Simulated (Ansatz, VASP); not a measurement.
## One calculation of NiO, two programs

INCAR

```
PREC = Accurate
ENCUT = 520
EDIFF = 1E-6
ISMEAR = -1
SIGMA = 0.05
LREAL = F
LASPH = T
NELM = 150
ALGO = Normal
ISIF = 2
LWAVE = F
LCHARG = F
ISPIN = 2
MAGMOM = 1 0
LORBIT = 11
LMAXMIX = 4
GGA = PS
IVDW = 13
NBANDS = 19
```

The input KPOINTS:

```
Automatic mesh
0
Gamma
  11 11 11
```

The input POSCAR:

```
NiO
1.0
    0.0000000000      2.1133508634      2.1133508634
    2.1133508634      0.0000000000      2.1133508634
    2.1133508634      2.1133508634      0.0000000000
Ni O
1 1
Direct
    0.0000000000      0.0000000000      0.0000000000
    0.5000000000      0.5000000000      0.5000000000
```

input.yaml

```yaml
crystal:
  lattice:
    - [0.0, 2.1133508634, 2.1133508634]
    - [2.1133508634, 0.0, 2.1133508634]
    - [2.1133508634, 2.1133508634, 0.0]
  atoms:
    - { symbol: Ni, position: [0.0, 0.0, 0.0], spin: 1.0 }
    - { symbol: O, position: [0.5, 0.5, 0.5] }
hamiltonian:
  xc: pbesol
  pseudopotentials: { kind: paw }
  dispersion: d4
magnetization:
  spin_polarized: true
kpoints:
  mp_grid: { grid: [11, 11, 11] }
scf:
  occupations: { method: fermi_dirac, width: 0.05 }
output:
  forces: true
  stress: true
  eigenvalues: true
  write_density: true
  write_potential: true
  elf: true
  volumetric_format: npy
```

Alike in both runs: task single point; functional PBEsol; dispersion D4; k mesh 11 × 11 × 11; occupations fermi-dirac, width 0.05 eV; collinear spin.

```csv
,VASP,Ansatz
version,VASP 6.6.1,Ansatz 0.2.0
potentials or method,"VASP PAW PBE potentials, release 64 (Ni, O)",Ansatz PAW
plane-wave cutoff (eV),520,420
valence electrons in the cell,16,24
```

|  | VASP | Ansatz | Ansatz less VASP |
| --- | --- | --- | --- |
| gap on the k mesh at the Fermi level (eV) | none | none | - |
| pressure (GPa) | -15.2 | -14.9 | +0.29 |
| net moment per atom (μB) | 0.76 | 0.79 | +0.033 |
| size of the moment on the site where the two differ most (μB) | 1.25 | 1.28 | +0.029 |
| dispersion energy (meV/atom) | -192.5 | -192.5 | -0.01 |

Site moments also hang on the region over which each program counts them. A gap of «none» marks a metal or a gap that the smearing closes. The two sets of potentials don't hold the same shells in valence.

Caveats: a cell with one magnetic atom can't hold antiferromagnetic order, which such compounds often take; semilocal functionals often make such compounds metallic where correlation or magnetic order opens a gap, which also shifts bond lengths; pairwise dispersion overbinds metals, which lowers pressure and volume; so large a pressure means that the cell lies far from this level's equilibrium, or that cutoff or potentials fall short (VASP); the potentials were made for another functional, which shifts forces and pressure (VASP); the pressure holds a Pulay correction of +0.7 GPa for the finite cutoff (Ansatz); the PAW data sets come from PBE, with cores solved anew for the run's functional, which leaves a small shift of forces and pressure (Ansatz).
